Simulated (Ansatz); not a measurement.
FeCo3: how the energy converges with the cutoff

FeCo3, P4/mmm, a = 2.466 Å, c = 7.063 Å. The structure is a Materials Project entry; whether it is the stable form wasn't checked. Ansatz: r2SCAN, PAW, cutoff varied, Γ-centred 16×16×6 mesh on 4 atoms, Gaussian smearing 0.10 eV; collinear spin, largest moment 2.8 μB. Single points at one geometry, the cutoff alone changed; ΔE is the energy at zero smearing over the run at 600 eV. The run at 150 eV ended in another magnetic state and is left out. The runs up to 460 eV lie under the cutoff recommended for these PAW datasets.

| cutoff (eV) | ΔE (meV/atom) |
| --- | --- |
| 200 | ? |
| 250 | 3937.87 |
| 300 | 502.69 |
| 350 | 41.02 |
| 380 | 10.29 |
| 460 | 3.03 |
| 500 | 1.19 |
| 520 | 0.66 |

Question: Assume ΔE falls exponentially with the cutoff, fit y = ln ΔE against x, the cutoff in eV, to the other rows, and predict the missing value.

Answer: y = 8.278, 6.220, 3.714, 2.331, 1.109, 0.174, -0.416. Means x = 394.3, y = 3.0586; Σ(Δx)² = 63171, ΣΔxΔy = -1940; the slope is their ratio. y = 15.16 − 0.03070 x, a factor of ten per 75 eV. At 200 eV this gives ΔE = 8266.78 meV/atom. The run gave 20564.47, a ratio of 0.40. Between neighbouring rows the decay runs from a factor of ten per 46 eV to one per 151 eV, so one exponential is only a rough guide. The reference at 600 eV isn't the complete basis: by the fit it lies 0.04 meV/atom above it, and every ΔE is lowered by that much, or by more if the decay slows beyond the rows, as it often does.